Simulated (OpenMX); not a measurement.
Pb in OpenMX: convergence with criterion

The system is Pb.

```
Pb
1.0
     3.03861   -1.75032    0.00000
     3.03861    1.75032    0.00000
    -2.11546    0.00000    6.09522
Pb
2
Cartesian
  3.9608 0.1018 4.4217
  -0.0663 -0.0209 1.5952
```

This isn't the form of Pb at room conditions, which is fcc.

The cell isn't the ideal one: atoms moved at random, drawn with an rms of 0.1 Å.

```yaml
Program: OpenMX 3.8.5
Task: convergence study
Functional: PBE
Potentials_or_basis: OpenMX 2013 PBE set, Pb8.0-s3p2d2, grid cutoff 500 Ry
k_mesh: 7 × 7 × 5
Occupations: fermi-dirac, width 0.05 eV
Spin: no spin polarisation
```

These are the settings of the first run; the series varies criterion, with any setting tied to it.

Hardware: 1 thread of Arm Neoverse V1, on a shared host.

```csv
criterion,"energy less the tightest run, at zero smearing (meV/atom)",SCF cycles,CPU time (s),peak memory (GiB)
1.0e-3,0.00,11,77,1.1
1.0e-4,0.00,12,81,1.1
1.0e-5,0.00,13,84,1.1
1.0e-6,0.00,14,88,1.1
1.0e-7,0.00,14,88,1.1
1.0e-8,0.00,16,95,1.1
1.0e-9,0.00,17,98,1.1
1.0e-10,0.00,18,100,1.1
```

Against the tightest run, the energy stays within 1 meV/atom from 1.0e-3 on. The tightest run that finished is the yardstick and may itself not be fully converged.

Caveat, for the tightest run too: the basis of atomic orbitals isn't converged, which shifts pressures, moduli and gaps. Spin-orbit coupling is left out, which matters for the levels of Pb.
